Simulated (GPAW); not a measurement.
CdTe, 2 atoms in the cell. It takes space group F-43m (No. 216, cubic). The conventional cell has a = 6.410 Å, b = 6.410 Å, c = 6.410 Å, α = 90.00°, β = 90.00°, γ = 90.00°. Te (site symmetry -43m) has 4 Cd at 2.78 Å as nearest neighbours. Cd (site symmetry -43m) has 4 Te at 2.78 Å as nearest neighbours. 

| Quantity | Value |
| --- | --- |
| Program | GPAW 26.7.0 |
| Task | band structure |
| Functional | revPBE |
| Potentials or basis | the program's PAW data sets (release 1.2.1) made for this functional |
| Cutoff | 600 eV |
| Basis | pw |
| k mesh | 7 × 7 × 7 |
| Occupations | fermi-dirac, width 0.05 eV |
| Spin | no spin polarisation |
| Maxiter | 150 |
| Band path | GXWKGLUWLK,UX |
| Band points | 100 |

Potentials or basis: the program's PAW data sets (release 1.2.1) made for this functional, pw.

The run is started by

```console
$ OMP_NUM_THREADS=1 python run.py
```

Hardware: 1 thread of Arm Neoverse V1 (shared host).

How long does it take, and how much memory?

It took 92 s on 1 thread of Arm Neoverse V1, on a shared host, peak memory 0.34 GiB. Counts: scf iterations 14, plane waves 2213, bands 18, k points 20.
